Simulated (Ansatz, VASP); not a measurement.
Two plane-wave programs on Ba

```
Ba
1.0
    -2.35259    2.35259    2.82311
     2.35259   -2.35259    2.82311
     2.35259    2.35259   -2.82311
Ba
1
Direct
  0.00000 0.00000 0.00000
```

Alike in both runs: task single point; functional PBEsol; k mesh 16 × 16 × 16; occupations gaussian, width 0.15 eV; no spin polarisation.

```csv
,VASP,Ansatz
version,VASP 6.6.1,Ansatz 0.2.0
potentials or method,"VASP PAW PBE potentials, release 64 (Ba_sv)","scalar-relativistic, plane waves, PAW"
plane-wave cutoff (eV),520,420
valence electrons in the cell,10,10
```

```csv
,VASP,Ansatz,Ansatz less VASP
gap on the k mesh at the Fermi level (eV),none,none,-
pressure (GPa),-0.5,-0.5,-0.06
largest component of the traceless stress (GPa),0.17,0.18,+0.001
```

A gap of «none» marks a metal or a gap that the smearing closes.

Caveats: the PAW data sets were made with another functional, which shifts forces and pressure a little (VASP). The runs have no spin-orbit coupling, so splittings on Ba are missing.
